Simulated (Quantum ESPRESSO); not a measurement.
The system is HfO2.

```xyz
3
Lattice="0.0000 2.5575 2.5575 2.5575 0.0000 2.5575 2.5575 2.5575 0.0000" Properties=species:S:1:pos:R:3 pbc="T T T"
Hf    0.0000    0.0000    0.0000
O     3.8363    3.8363    3.8363
O     1.2788    1.2788    1.2788
```

Measurements of this composition are mostly on another form, of space group No. 14.

Program: Quantum ESPRESSO 7.5. Alike in all runs: no spin polarisation; cell as given; smearing fermi-dirac 0.05 eV.

Order these runs on this cell by their pressure, lowest first.
A. level PBE; potentials or basis PseudoDojo 0.4.1 SR PBE standard; k mesh 6 × 6 × 6, shifted; cutoff (eV) 1143; mixing beta 0.5
B. level LDA; potentials or basis PseudoDojo 0.4.1 SR LDA standard; k mesh 6 × 6 × 6, shifted; cutoff (eV) 1143; mixing beta 0.5; form of the LDA correlation PW92
C. level PBE+U; potentials or basis SSSP 1.3 efficiency PBE; U Hf d U = 1 eV; k mesh 9 × 9 × 9; cutoff (eV) 816; hubbard projectors ortho-atomic; mixing beta 0.3
D. level PBE+U; potentials or basis SSSP 1.3 efficiency PBE; U Hf d U = 4 eV; k mesh 9 × 9 × 9; cutoff (eV) 816; hubbard projectors ortho-atomic; mixing beta 0.3

B (-22.1 GPa), A (-4.9 GPa), C (-3.1 GPa), D (1.2 GPa).

Caveats: the cell is more than 3 GPa from zero pressure, which shifts response properties (some runs).

Not every run made on this cell is shown here.
